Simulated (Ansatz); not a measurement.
**Ti: what a set of calculations says**

Plane-wave DFT in Ansatz with scalar-relativistic PAW potentials. The crystal relaxes under PBE to Fm-3m with a = 4.112 Å, 17.38 Å³/atom. No spin polarisation.

```cif
data_structure
_symmetry_space_group_name_H-M 'P 1'
_symmetry_Int_Tables_number 1
_cell_length_a 2.9076
_cell_length_b 2.9076
_cell_length_c 2.9076
_cell_angle_alpha 60.000
_cell_angle_beta 60.000
_cell_angle_gamma 60.000
_cell_volume 17.38
loop_
_atom_site_label
_atom_site_type_symbol
_atom_site_fract_x
_atom_site_fract_y
_atom_site_fract_z
_atom_site_occupancy
Ti1 Ti 0.00000 0.00000 0.00000 1
```

Each line comes from a run of its own, at the level named and at that level's relaxed cell.

- Compression. PBE: B0 = 107 GPa, B' = 3.4.
- Surfaces. PBE: (100) Ti 1.63 J/m², work function 4.01 eV; (111) Ti 1.83 J/m², work function 4.49 eV.
- Under pressure. r2SCAN: at 60 GPa the volume is 72.2 % of its rest value, relaxed within the start's symmetry (group found there: Fm-3m).

All values are for 0 K without zero-point motion.

The reference crystal is the fcc form of Ti, which isn't its usual structure.